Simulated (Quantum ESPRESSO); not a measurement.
The system is Hf.

```xyz
1
Lattice="0.0000 2.2200 2.2200 2.2200 0.0000 2.2200 2.2200 2.2200 0.0000" Properties=species:S:1:pos:R:3 pbc="T T T"
Hf    0.0000    0.0000    0.0000
```

This isn't the form of Hf at room conditions, which is hcp.

- Program: Quantum ESPRESSO 7.5
- Task: single point
- Functional: PBEsol
- Potentials or basis: GBRV 1.5 PBEsol
- Cutoff: 612 eV
- Density cutoff: 4898 eV
- k mesh: 10 × 10 × 10
- Occupations: fermi-dirac, width 0.05 eV
- Spin: no spin polarisation

On this cell: pressure -1.6 GPa; band gap on the k mesh none (metal or under the smearing width).

The same run follows on a disturbed copy (cell strained at random at fixed volume):

```xyz
1
Lattice="-0.0435 2.2075 2.2134 2.1628 -0.0427 2.2126 2.1720 2.2159 -0.0519" Properties=species:S:1:pos:R:3 pbc="T T T"
Hf   -0.0318   -0.0028   -0.0204
```

Q: What does the disturbed cell give?

A: The energy (extrapolated to zero smearing) moves by +8.5 meV/atom; pressure -1.5 GPa; band gap on the k mesh none (metal or under the smearing width).

Stress tensor (GPa, compression positive):
```
-0.87  1.24  1.75
 1.24 -1.76  1.60
 1.75  1.60 -1.90
```
